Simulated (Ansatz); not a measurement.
A computed series for BeS: element substitutions

The reference is BeS in the zinc blende structure (space group F-43m, No. 216; a = 4.8379 Å).

Each row replaces one element on all its sites; cell and atoms are relaxed.

Method: PBEsol (Ansatz, a program for electronic structure; PAW; 420 eV plane waves; no spin-orbit coupling).

```
case     band gap  volume per atom
-------  --------  ---------------
base      2.91 eV         14.15 Å³
S → C        zero          8.82 Å³
S → Cl       zero         16.94 Å³
S → Se    2.47 eV         16.86 Å³
Be → Ba   2.67 eV         41.72 Å³
```

Whether these cells are dynamically stable was not tested. As relaxed here, BeC, BeCl and BaS are hypothetical phases, not in the database extracts checked. The final runs are not spin-polarised. An odd electron count without spin: BeCl.
